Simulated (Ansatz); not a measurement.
GeO₂:
```xyz
6
Lattice="4.3793 0.0000 0.0000 0.0000 4.3793 0.0000 0.0000 0.0000 2.8645" Properties=species:S:1:pos:R:3 pbc="T T T"
Ge     0.0000     0.0000     0.0000
Ge     2.1896     2.1896     1.4323
O      1.3393     1.3393     0.0000
O      0.8504     3.5289     1.4323
O      3.0400     3.0400     0.0000
O      3.5289     0.8504     1.4323
```

Cartesian axes are those of the cell as given.

Give the high-frequency dielectric tensor and the Born effective charge tensors of the independent atoms from DFPT, LDA (plane waves, PAW; program Ansatz).


ε∞:
```
4.21  0.00  0.00
0.00  4.21  0.00
0.00  0.00  4.53
```
Z* of atom 1 (Ge), rows: field, columns: displacement, in e:
```
4.10  0.57  0.00
0.57  4.10  0.00
0.00  0.00  4.41
```
Z* of atom 3 (O), rows: field, columns: displacement, in e:
```
-2.05  -0.71   0.00
-0.71  -2.05   0.00
 0.00   0.00  -2.21
```

Space group P4_2/mnm (rutile). The cell was relaxed with LDA under the symmetry of its start. Scalar-relativistic: spin–orbit coupling is off unless named, which matters more the heavier the elements.

Potentials: the later of the program's two PAW sets.
